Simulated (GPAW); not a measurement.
# TePb (Pm-3m) in GPAW: reference runs

Aim: a first look at TePb with PBE, on the cell as given and on a disturbed one.

All numbers are computed with GPAW 26.7.0; they aren't measurements. Logs are shortened: lines on timing, memory, paths and dates and some standing lists are left out, and cuts for length are marked. The log counts tension as positive stress, the text compression.

**1. The structure**

Symmetry: Pm-3m, No. 221, cubic system. The conventional cell has a = 4.002 Å, b = 4.002 Å, c = 4.002 Å, α = 90.00°, β = 90.00°, γ = 90.00°. Pb (site symmetry m-3m) is surrounded by 8 Te at 3.47 Å. Te (site symmetry m-3m) is surrounded by 8 Pb at 3.47 Å.

Measurements of this composition are mostly on another form, of space group No. 225.

**2. Single point, PBE**

run.py reads:

```python
from ase import Atoms
from ase.dft.bandgap import bandgap
from ase.io import write
from ase.units import GPa
from gpaw import GPAW, PW

atoms = Atoms(['Pb', 'Te'],
              cell=[[4.002287, 0.0, 0.0],
                    [0.0, 4.002287, 0.0],
                    [0.0, 0.0, 4.002287]],
              scaled_positions=[[0.0, 0.0, 0.0],
                                [0.5, 0.5, 0.5]],
              pbc=True)

calc = GPAW(mode=PW(600),
            xc='PBE',
            kpts={'size': (7, 7, 7), 'gamma': True},
            occupations={'name': 'fermi-dirac', 'width': 0.05},
            nbands=19,
            convergence={'density': 1e-05, 'energy': 1e-05},
            maxiter=150,
            txt='gpaw.txt')
atoms.calc = calc
energy = atoms.get_potential_energy()
forces = atoms.get_forces()
stress = atoms.get_stress()
calc.write('gs.gpw')
write('result.traj', atoms)
print(f'Energy: {energy:.6f} eV')
print('Forces (eV/A):')
print(forces.round(4))
print('Stress (GPa):', (stress / GPa).round(3))
print('Fermi level:', round(calc.get_fermi_level(), 4), 'eV')
print(f'Gap: {bandgap(calc)[0]:.4f} eV, direct: {bandgap(calc, direct=True)[0]:.4f} eV')
```

Potentials or basis: GPAW PAW data sets (gpaw-data 1.2.1), pw.

Started as:

```console
> OMP_NUM_THREADS=1 python run.py
```

gpaw.txt:

```text
__  _  _
 | _ |_)|_||  |
 |__||  | ||/\| - 26.7.0

Input parameters:
  mode=PW(ecut=600.0),
  convergence={'density': 1e-05, 'energy': 1e-05},
  kpts=MonkhorstPack(size=(7, 7, 7), gamma=True),
  maxiter=150,
  nbands=19,
  occupations=Occupations(name='fermi-dirac', width=0.05),
  xc=XC(name='PBE')

Diagonalizing LCAO Hamiltonian
Converting LCAO to pw mode
   .---------.
  /|         |
 * |         |
 | |         |
 | |   Te    |
 | .---------.
 |/         /
 Pb--------*

Atoms  # Å, Bohr magnetons
|   | symbol |        x |        y |        z |    initial magnetic moments |
|---|--------|----------|----------|----------|-----------------------------|
| 0 |     Pb | 0.000000 | 0.000000 | 0.000000 | ( 0.0000,  0.0000,  0.0000) |
| 1 |     Te | 2.001143 | 2.001143 | 2.001143 | ( 0.0000,  0.0000,  0.0000) |

Unit cell  # Å
| periodic |        x |        y |        z |  lengths |    angles |
|----------|----------|----------|----------|----------|-----------|
|      yes | 4.002287 | 0.000000 | 0.000000 | 4.002287 | 90.000000 |
|      yes | 0.000000 | 4.002287 | 0.000000 | 4.002287 | 90.000000 |
|      yes | 0.000000 | 0.000000 | 4.002287 | 4.002287 | 90.000000 |

Number of symmetries: 48
Symmetry operations  # r_c * U_cc + t_c -> r_c
|    | kind |            matrix            |
|----|------|------------------------------|
|  0 |  E   |  1, 0, 0,  0, 1, 0,  0, 0, 1 |
|  1 |  σ   |  1, 0, 0,  0, 1, 0,  0, 0,-1 |
|  2 |  σ   |  1, 0, 0,  0, 0, 1,  0, 1, 0 |
|  3 |  C4  |  1, 0, 0,  0, 0, 1,  0,-1, 0 |
|  4 |  C4  |  1, 0, 0,  0, 0,-1,  0, 1, 0 |
|  5 |  σ   |  1, 0, 0,  0, 0,-1,  0,-1, 0 |
|  6 |  σ   |  1, 0, 0,  0,-1, 0,  0, 0, 1 |
|  7 |  C2  |  1, 0, 0,  0,-1, 0,  0, 0,-1 |
|  8 |  σ   |  0, 1, 0,  1, 0, 0,  0, 0, 1 |
|  9 |  C2  |  0, 1, 0,  1, 0, 0,  0, 0,-1 |
| 10 |  C3  |  0, 1, 0,  0, 0, 1,  1, 0, 0 |
| 11 |  S6  |  0, 1, 0,  0, 0, 1, -1, 0, 0 |
| 12 |  S6  |  0, 1, 0,  0, 0,-1,  1, 0, 0 |
| 13 |  C3  |  0, 1, 0,  0, 0,-1, -1, 0, 0 |
| 14 |  C4  |  0, 1, 0, -1, 0, 0,  0, 0, 1 |
| 15 |  S4  |  0, 1, 0, -1, 0, 0,  0, 0,-1 |
| 16 |  C3  |  0, 0, 1,  1, 0, 0,  0, 1, 0 |
| 17 |  S6  |  0, 0, 1,  1, 0, 0,  0,-1, 0 |
| 18 |  σ   |  0, 0, 1,  0, 1, 0,  1, 0, 0 |
| 19 |  C4  |  0, 0, 1,  0, 1, 0, -1, 0, 0 |
| 20 |  C2  |  0, 0, 1,  0,-1, 0,  1, 0, 0 |
| 21 |  S4  |  0, 0, 1,  0,-1, 0, -1, 0, 0 |
| 22 |  S6  |  0, 0, 1, -1, 0, 0,  0, 1, 0 |
| 23 |  C3  |  0, 0, 1, -1, 0, 0,  0,-1, 0 |
| 24 |  S6  |  0, 0,-1,  1, 0, 0,  0, 1, 0 |
| 25 |  C3  |  0, 0,-1,  1, 0, 0,  0,-1, 0 |
| 26 |  C4  |  0, 0,-1,  0, 1, 0,  1, 0, 0 |
| 27 |  σ   |  0, 0,-1,  0, 1, 0, -1, 0, 0 |
| 28 |  S4  |  0, 0,-1,  0,-1, 0,  1, 0, 0 |
| 29 |  C2  |  0, 0,-1,  0,-1, 0, -1, 0, 0 |
| 30 |  C3  |  0, 0,-1, -1, 0, 0,  0, 1, 0 |
| 31 |  S6  |  0, 0,-1, -1, 0, 0,  0,-1, 0 |
| 32 |  C4  |  0,-1, 0,  1, 0, 0,  0, 0, 1 |
| 33 |  S4  |  0,-1, 0,  1, 0, 0,  0, 0,-1 |
| 34 |  S6  |  0,-1, 0,  0, 0, 1,  1, 0, 0 |
| 35 |  C3  |  0,-1, 0,  0, 0, 1, -1, 0, 0 |
| 36 |  C3  |  0,-1, 0,  0, 0,-1,  1, 0, 0 |
| 37 |  S6  |  0,-1, 0,  0, 0,-1, -1, 0, 0 |
| 38 |  σ   |  0,-1, 0, -1, 0, 0,  0, 0, 1 |
| 39 |  C2  |  0,-1, 0, -1, 0, 0,  0, 0,-1 |
| 40 |  σ   | -1, 0, 0,  0, 1, 0,  0, 0, 1 |
| 41 |  C2  | -1, 0, 0,  0, 1, 0,  0, 0,-1 |
| 42 |  C2  | -1, 0, 0,  0, 0, 1,  0, 1, 0 |
| 43 |  S4  | -1, 0, 0,  0, 0, 1,  0,-1, 0 |
| 44 |  S4  | -1, 0, 0,  0, 0,-1,  0, 1, 0 |
| 45 |  C2  | -1, 0, 0,  0, 0,-1,  0,-1, 0 |
| 46 |  C2  | -1, 0, 0,  0,-1, 0,  0, 0, 1 |
| 47 |  i   | -1, 0, 0,  0,-1, 0,  0, 0,-1 |

BZ-sampling:
  Number of BZ points: 343
  Number of IBZ points: 20

  Monkhorst-Pack size: [7, 7, 7]
  Monkhorst-Pack shift: [0, 0, 0]

K-points  # in reciprocal-cell coordinates
|     |                                coordinates |     weight |
|-----|--------------------------------------------|------------|
|   0 | (  0.00000000,   0.00000000,   0.00000000) | 0.00291545 |
|   1 | (  0.14285714,   0.00000000,   0.00000000) | 0.01749271 |
|   2 | (  0.14285714,   0.14285714,   0.00000000) | 0.03498542 |
|   3 | (  0.14285714,   0.14285714,   0.14285714) | 0.02332362 |
|   4 | (  0.28571429,   0.00000000,   0.00000000) | 0.01749271 |
|   5 | (  0.28571429,   0.14285714,   0.00000000) | 0.06997085 |
|   6 | (  0.28571429,   0.14285714,   0.14285714) | 0.06997085 |
|   7 | (  0.28571429,   0.28571429,   0.00000000) | 0.03498542 |
|   8 | (  0.28571429,   0.28571429,   0.14285714) | 0.06997085 |
|   9 | (  0.28571429,   0.28571429,   0.28571429) | 0.02332362 |
| ... |                                            |            |
|  19 | (  0.42857143,   0.42857143,   0.42857143) | 0.02332362 |

Plane wave coefficients: 2170
Cutoff: 600.0 eV

Spin-components: 1 (collinear spins)
Bands:           19
Projectors:      11
Spin-degeneracy: 2
Datatype:        complex128

Parallelization:
  kpt:    1
  domain: 1
  band:   1

Density:
  Valence electrons: 20.0
  Components: 1
  Grid points: [24 24 24]
  Charge: 0.0  # |e|

Potential:
  Grid points: [24 24 24]

species:
  Pb:
    name:    Lead
    Z:       82.0
    valence: 14
    core:    68
    charge:  0.0  # [|e|]
    compensation charges:
      type: gauss
      rc: 0.38  # [Å]
      lmax: 2
    cutoffs:
      filter: 2.36  # [Å]
      core: 2.43  # [Å]
    projectors
    | kind |    occ | energy [eV] | rcut [Å] |
    |------|--------|-------------|----------|
    |   6s |  2.000 |     -11.969 |    1.259 |
    |   6p |  2.000 |      -3.506 |    1.275 |
    |   5d | 10.000 |     -21.211 |    1.217 |
    |    s |        |      15.243 |    1.259 |
    |    p |        |      23.705 |    1.275 |
    |    d |        |       6.001 |    1.217 |

    Using partial waves for Pb as LCAO basis

  Te:
    name:    Tellurium
    Z:       52.0
    valence: 6
    core:    46
    charge:  0.0  # [|e|]
    compensation charges:
      type: gauss
      rc: 0.36  # [Å]
      lmax: 2
    cutoffs:
      filter: 2.09  # [Å]
      core: 3.17  # [Å]
    projectors
    | kind |    occ | energy [eV] | rcut [Å] |
    |------|--------|-------------|----------|
    |   5s |  2.000 |     -15.089 |    1.180 |
    |   5p |  4.000 |      -5.955 |    1.196 |
    |    s |        |      12.123 |    1.180 |
    |    p |        |      21.256 |    1.196 |
    |    d |        |       0.000 |    1.238 |

    Using partial waves for Te as LCAO basis

Reference energy: -752065.146798  # eV

eigensolver:
  PPCG
  Converge bands: occupied
  niter=2

density mixing:
  MSR1-Mixer
  Pratt-step length: 0.05
  Maximum mixing coefficient: 0.75
  Old densities: 10
  SVD Regularization: 0.005
  Good broyden scale: 1.0
  Trust region scale: 1.0
  Backstep threshold: 4.0
  History deletion threshold: 6.0
  Fourier metric: weight=20.0, sigma=0.015

occupation numbers:
  Fermi-Dirac:
    width: 0.0500  # eV

poisson solver:
  ecut: 4800.0  # eV

xc functional:
  name: PBE with 2 nearest neighbor stencil

convergence criteria:
- Maximum integral of absolute [dens]ity change: 1e-05 electrons / valence electron
- Maximum [total energy] change in last 3 cyles: 1e-05 eV / valence electron
- Maximum integral of absolute [eigenst]ate change: 4e-08 eV^2 / valence electron
maximum number of iterations: 150

SCF iterations
|iter     | |      energy | eigst |  dens |
|---------|-|-------------|-------|-------|
|iter:   1| |   -7.547418 | -0.24 |       |
|iter:   2| |   -7.501063 | -2.03 | -1.29 |
|iter:   3| |   -7.345655 | -1.99 | -1.34 |
|iter:   4| |   -7.345148 | -3.78 | -1.96 |
|iter:   5| |   -7.344458 | -4.11 | -2.25 |
|iter:   6| |   -7.344522 | -4.94 | -2.79 |
|iter:   7| |   -7.344483c| -6.15 | -3.38 |
|iter:   8| |   -7.344488c| -7.46c| -4.43 |
|iter:   9| |   -7.344483c| -8.07c| -4.39 |
|iter:  10| |   -7.344483c| -8.50c| -5.17c|

Converged in 10 steps
Energy contributions relative to reference atoms: (reference = -752065.146798)

Energy contributions:
  Kinetic:          14.494097
  Coulomb:         -15.162625
  Zero:              0.129440
  External:          0.000000
  Xc:               -6.798427
  Entropy:          -0.013936
  Spinorbit:         0.000000
  ----------------------------
  Free energy:      -7.351452
  Extrapolated:     -7.344483

dipole moment: (-16.904287, -16.904287, -16.904287)  # |e|*Ang

Fermi level: 6.415
Eigenvalues  # (at kpt = [0.000, 0.000, 0.000])
| band index |      eig [eV] | occ [0-2] |
|------------|---------------|-----------|
|          0 |       -10.716 |     2.000 |
|        ... |               |           |
|          2 |       -10.637 |     2.000 |
|          3 |       -10.637 |     2.000 |
|          4 |       -10.637 |     2.000 |
|          5 |        -5.705 |     2.000 |
|          6 |        -0.282 |     2.000 |
|          7 |         4.850 |     2.000 |
[... 9 lines left out ...]
|         17 |        17.631 |     0.000 |
|         18 |        17.631 |     0.000 |

No gap
No difference between direct/indirect transitions

Forces  # eV/Ang
|        x |        y |        z |
|----------|----------|----------|
| -0.00000 | -0.00000 | -0.00000 |  # Pb   0
| -0.00000 |  0.00000 |  0.00000 |  # Te   1

Stress tensor  # eV/Ang^3
|        x |        y |        z |
|----------|----------|----------|
| 0.001634 | 0.000000 | 0.000000 |
| 0.000000 | 0.001634 | 0.000000 |
| 0.000000 | 0.000000 | 0.001634 |

# Writing to gs.gpw (mode='')
```

Wall time 11 s (1 thread of Intel Xeon Platinum 8488C (Sapphire Rapids), shared host); peak memory 0.16 GiB.

What came out:

```
Free energy            : -7.3515 eV
Pressure               : -0.3 GPa
Band gap on the k mesh : none (metal or under the smearing width)
```

**3. Single point, PBE (atoms moved at random, drawn with an rms of 0.05 Å)**

run.py, as its differences from that of step 2:

```diff
@@ -1,4 +1,3 @@
-from ase import Atoms
 from ase.dft.bandgap import bandgap
-from ase.io import write
+from ase.io import read, write
 from ase.units import GPa
@@ -6,9 +5,3 @@
 
-atoms = Atoms(['Pb', 'Te'],
-              cell=[[4.002287, 0.0, 0.0],
-                    [0.0, 4.002287, 0.0],
-                    [0.0, 0.0, 4.002287]],
-              scaled_positions=[[0.0, 0.0, 0.0],
-                                [0.5, 0.5, 0.5]],
-              pbc=True)
+atoms = read('TePb.xyz')
```

TePb.xyz reads:

```xyz
2
Lattice="4.0022870000 0.0000000000 0.0000000000 0.0000000000 4.0022870000 0.0000000000 0.0000000000 0.0000000000 4.0022870000" Properties=species:S:1:pos:R:3 pbc="T T T"
Pb    -0.0384579758      0.0303933675     -0.0411315035
Te     1.9344453871      1.9895088517      1.9985059929
```

Potentials or basis: GPAW PAW data sets (gpaw-data 1.2.1), pw.

Started as:

```console
> OMP_NUM_THREADS=1 python run.py
```

gpaw.txt:

```text
__  _  _
 | _ |_)|_||  |
 |__||  | ||/\| - 26.7.0

Input parameters:
  mode=PW(ecut=600.0),
  convergence={'density': 1e-05, 'energy': 1e-05},
  kpts=MonkhorstPack(size=(7, 7, 7), gamma=True),
  maxiter=150,
  nbands=19,
  occupations=Occupations(name='fermi-dirac', width=0.05),
  xc=XC(name='PBE')

Diagonalizing LCAO Hamiltonian
Converting LCAO to pw mode
   .---------.
  /|         |
 * |       Pb|
 | |         |
 | |   Te    |
 | .---------.
 |/         /
 *---------*

Atoms  # Å, Bohr magnetons
|   | symbol |         x |        y |         z |    initial magnetic moments |
|---|--------|-----------|----------|-----------|-----------------------------|
| 0 |     Pb | -0.038458 | 0.030393 | -0.041132 | ( 0.0000,  0.0000,  0.0000) |
| 1 |     Te |  1.934445 | 1.989509 |  1.998506 | ( 0.0000,  0.0000,  0.0000) |

Unit cell  # Å
| periodic |        x |        y |        z |  lengths |    angles |
|----------|----------|----------|----------|----------|-----------|
|      yes | 4.002287 | 0.000000 | 0.000000 | 4.002287 | 90.000000 |
|      yes | 0.000000 | 4.002287 | 0.000000 | 4.002287 | 90.000000 |
|      yes | 0.000000 | 0.000000 | 4.002287 | 4.002287 | 90.000000 |

Number of symmetries: 1
Symmetry operations  # r_c * U_cc + t_c -> r_c
|   | kind |            matrix            |
|---|------|------------------------------|
| 0 |  E   |  1, 0, 0,  0, 1, 0,  0, 0, 1 |

BZ-sampling:
  Number of BZ points: 343
  Number of IBZ points: 172

  Monkhorst-Pack size: [7, 7, 7]
  Monkhorst-Pack shift: [0, 0, 0]

K-points  # in reciprocal-cell coordinates
|     |                                coordinates |     weight |
|-----|--------------------------------------------|------------|
|   0 | (  0.00000000,   0.00000000,   0.00000000) | 0.00291545 |
|   1 | (  0.00000000,   0.00000000,   0.14285714) | 0.00583090 |
|   2 | (  0.00000000,   0.00000000,   0.28571429) | 0.00583090 |
|   3 | (  0.00000000,   0.00000000,   0.42857143) | 0.00583090 |
|   4 | (  0.00000000,   0.14285714,  -0.42857143) | 0.00583090 |
|   5 | (  0.00000000,   0.14285714,  -0.28571429) | 0.00583090 |
|   6 | (  0.00000000,   0.14285714,  -0.14285714) | 0.00583090 |
|   7 | (  0.00000000,   0.14285714,   0.00000000) | 0.00583090 |
|   8 | (  0.00000000,   0.14285714,   0.14285714) | 0.00583090 |
|   9 | (  0.00000000,   0.14285714,   0.28571429) | 0.00583090 |
| ... |                                            |            |
| 171 | (  0.42857143,   0.42857143,   0.42857143) | 0.00583090 |

Plane wave coefficients: 2170
Cutoff: 600.0 eV

Spin-components: 1 (collinear spins)
Bands:           19
Projectors:      11
Spin-degeneracy: 2
Datatype:        complex128

Parallelization:
  kpt:    1
  domain: 1
  band:   1

Density:
  Valence electrons: 20.0
  Components: 1
  Grid points: [24 24 24]
  Charge: 0.0  # |e|

Potential:
  Grid points: [24 24 24]

species:
  Pb:
    name:    Lead
    Z:       82.0
    valence: 14
    core:    68
    charge:  0.0  # [|e|]
    compensation charges:
      type: gauss
      rc: 0.38  # [Å]
      lmax: 2
    cutoffs:
      filter: 2.36  # [Å]
      core: 2.43  # [Å]
    projectors
    | kind |    occ | energy [eV] | rcut [Å] |
    |------|--------|-------------|----------|
    |   6s |  2.000 |     -11.969 |    1.259 |
    |   6p |  2.000 |      -3.506 |    1.275 |
    |   5d | 10.000 |     -21.211 |    1.217 |
    |    s |        |      15.243 |    1.259 |
    |    p |        |      23.705 |    1.275 |
    |    d |        |       6.001 |    1.217 |

    Using partial waves for Pb as LCAO basis

  Te:
    name:    Tellurium
    Z:       52.0
    valence: 6
    core:    46
    charge:  0.0  # [|e|]
    compensation charges:
      type: gauss
      rc: 0.36  # [Å]
      lmax: 2
    cutoffs:
      filter: 2.09  # [Å]
      core: 3.17  # [Å]
    projectors
    | kind |    occ | energy [eV] | rcut [Å] |
    |------|--------|-------------|----------|
    |   5s |  2.000 |     -15.089 |    1.180 |
    |   5p |  4.000 |      -5.955 |    1.196 |
    |    s |        |      12.123 |    1.180 |
    |    p |        |      21.256 |    1.196 |
    |    d |        |       0.000 |    1.238 |

    Using partial waves for Te as LCAO basis

Reference energy: -752065.146798  # eV

eigensolver:
  PPCG
  Converge bands: occupied
  niter=2

density mixing:
  MSR1-Mixer
  Pratt-step length: 0.05
  Maximum mixing coefficient: 0.75
  Old densities: 10
  SVD Regularization: 0.005
  Good broyden scale: 1.0
  Trust region scale: 1.0
  Backstep threshold: 4.0
  History deletion threshold: 6.0
  Fourier metric: weight=20.0, sigma=0.015

occupation numbers:
  Fermi-Dirac:
    width: 0.0500  # eV

poisson solver:
  ecut: 4800.0  # eV

xc functional:
  name: PBE with 2 nearest neighbor stencil

convergence criteria:
- Maximum integral of absolute [dens]ity change: 1e-05 electrons / valence electron
- Maximum [total energy] change in last 3 cyles: 1e-05 eV / valence electron
- Maximum integral of absolute [eigenst]ate change: 4e-08 eV^2 / valence electron
maximum number of iterations: 150

SCF iterations
|iter     | |      energy | eigst |  dens |
|---------|-|-------------|-------|-------|
|iter:   1| |   -7.547774 | -0.24 |       |
|iter:   2| |   -7.501732 | -2.03 | -1.30 |
|iter:   3| |   -7.346883 | -1.99 | -1.34 |
|iter:   4| |   -7.346559 | -3.78 | -1.97 |
|iter:   5| |   -7.345923 | -4.13 | -2.25 |
|iter:   6| |   -7.345992 | -4.95 | -2.81 |
|iter:   7| |   -7.345953c| -6.15 | -3.38 |
|iter:   8| |   -7.345958c| -7.46c| -4.42 |
|iter:   9| |   -7.345953c| -8.09c| -4.39 |
|iter:  10| |   -7.345953c| -8.61c| -5.23c|

Converged in 10 steps
Energy contributions relative to reference atoms: (reference = -752065.146798)

Energy contributions:
  Kinetic:          14.575520
  Coulomb:         -15.232384
  Zero:              0.129537
  External:          0.000000
  Xc:               -6.811776
  Entropy:          -0.013700
  Spinorbit:         0.000000
  ----------------------------
  Free energy:      -7.352803
  Extrapolated:     -7.345953

dipole moment: (16.166431, -16.364331, 16.161283)  # |e|*Ang

Fermi level: 6.415
Eigenvalues  # (at kpt = [0.000, 0.000, 0.000])
| band index |      eig [eV] | occ [0-2] |
|------------|---------------|-----------|
|          0 |       -10.715 |     2.000 |
|        ... |               |           |
|          2 |       -10.636 |     2.000 |
|          3 |       -10.636 |     2.000 |
|          4 |       -10.635 |     2.000 |
|          5 |        -5.708 |     2.000 |
|          6 |        -0.278 |     2.000 |
|          7 |         4.848 |     2.000 |
|          8 |         4.851 |     2.000 |
|          9 |         4.853 |     2.000 |
|         10 |        10.423 |     0.000 |
|         11 |        10.435 |     0.000 |
|         12 |        11.649 |     0.000 |
|         13 |        11.667 |     0.000 |
|         14 |        11.677 |     0.000 |
|         15 |        16.438 |     0.000 |
|         16 |        17.620 |     0.000 |
|         17 |        17.620 |     0.000 |
|         18 |        17.629 |     0.000 |

No gap
No difference between direct/indirect transitions

Forces  # eV/Ang
|        x |        y |        z |
|----------|----------|----------|
|  0.01852 |  0.02762 | -0.02531 |  # Pb   0
| -0.01856 | -0.02759 |  0.02528 |  # Te   1

Stress tensor  # eV/Ang^3
|         x |         y |        z |
|-----------|-----------|----------|
|  0.001383 | -0.000082 | 0.000075 |
| -0.000082 |  0.001358 | 0.000112 |
|  0.000075 |  0.000112 | 0.001366 |

# Writing to gs.gpw (mode='')
```

Run time: 84 s. Hardware: 1 thread of Intel Xeon Platinum 8488C (Sapphire Rapids), shared host; peak memory 0.33 GiB.

Results:

- Free energy: -7.3528 eV
- Pressure: -0.2 GPa
- Largest force: 0.042 eV/Å
- Band gap on the k mesh: none (metal or under the smearing width)

Forces on the atoms (eV/Å):
```
Pb   0.019  0.028 -0.025
Te  -0.019 -0.028  0.025
```

Spin-orbit coupling is left out, which matters for the levels of Pb, Te.
